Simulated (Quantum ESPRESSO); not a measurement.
**CoO in Quantum ESPRESSO: the effect of target pressure**

The system is CoO.

```
Co O
1.0
     0.00000    2.34364    2.34364
     2.34364    0.00000    2.34364
     2.34364    2.34364    0.00000
Co O
1 1
Direct
  0.00000 0.00000 0.00000
  0.25000 0.25000 0.25000
```

Measurements of this composition are mostly on another form, of space group No. 225.

Alike in all runs:

| Quantity | Value |
| --- | --- |
| Program | Quantum ESPRESSO 7.5 |
| Task | phonons |
| Functional | LDA |
| Potentials or basis | GBRV 1.5 LDA |
| Cutoff | 762 eV |
| Density cutoff | 6095 eV |
| k mesh | 6 × 6 × 6, shifted |
| Occupations | fermi-dirac, width 0.05 eV |
| Spin | collinear spin, ferromagnetic start |
| Starting moments | [2.0, 0.0] μB |

Each run relaxes the cell or the atoms first.

Task: One run gave: relaxed volume 9.86 Å³/atom; moment 1.65 μB; highest phonon frequency 499 cm⁻¹. Which target pressure did it use?
A. 10 GPa
B. 0 GPa
C. 25 GPa

Result: B.

```csv
target pressure,relaxed volume (Å³/atom),moment (μB),highest phonon frequency (cm⁻¹)
0 GPa,9.86,1.65,499
10 GPa,9.45,1.56,505
25 GPa,8.95,1.40,594
```

Caveats: all runs use coarse meshes; the mesh is thin for the phonons of a metal; a cell with one magnetic atom can't hold antiferromagnetic order, which such compounds often take; the volume moved by over 15 % at a fixed basis, so the end points are rough (some runs); the cell is more than 3 GPa from zero pressure, which shifts response properties (some runs).
